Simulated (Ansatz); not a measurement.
Stackings of close-packed layers of Tl (one atom a layer), each relaxed to a stress under 0.05 GPa; h and k mark layers whose two neighbours have the same or different letters; energies count from the stacking AB (P6_3/mmc).

The calculation used DFT PBE, scalar-relativistic, plane waves, PAW (Ansatz 0.2.0).

Settings: cutoff 420 eV, Γ-centred mesh 15×15×6 on the computed 3-atom cell, Gaussian smearing of 0.10 eV; no spin polarisation.

Start (ABC (kkk)):

```xyz
3
Lattice="3.6121 0.0000 0.0000 -1.8060 3.1281 0.0000 0.0000 0.0000 8.3476" Properties=species:S:1:pos:R:3 pbc="T T T"
Tl    0.0000    0.0000    0.0000
Tl    0.0000    2.0854    2.7825
Tl    1.8060    1.0427    5.5651
```

What does the relaxation give?

The free energy falls by 7 meV/atom.

| Property | Result |
| --- | --- |
| excess energy (meV/atom) | 18.4 |
| spacing of like layers (Å) | 2.892 |
| a (Å) | 3.521 |
| gap on the mesh (eV) | 0 |

Relaxed structure:
```yaml
crystal:
  lattice:
    - [3.52125, 0.00000, 0.00000]
    - [-1.76063, 3.04949, 0.00000]
    - [0.00000, 0.00000, 8.67623]
  atoms:
    - { symbol: Tl, position: [0.00000, 0.00000, 0.00000] }
    - { symbol: Tl, position: [0.33333, 0.66667, 0.33333] }
    - { symbol: Tl, position: [0.66667, 0.33333, 0.66667] }
```

Spin-orbit coupling is left out, which matters for the bands of heavy elements.

Small energy differences in metals hang on the k mesh (about 10 mJ/m² or 1 to 2 meV/atom on the mesh of the relaxation).

It took 44 s on 1 thread of Intel(R) Xeon(R) 6975P-C (Granite Rapids), on a shared host, peak memory 0.59 GiB.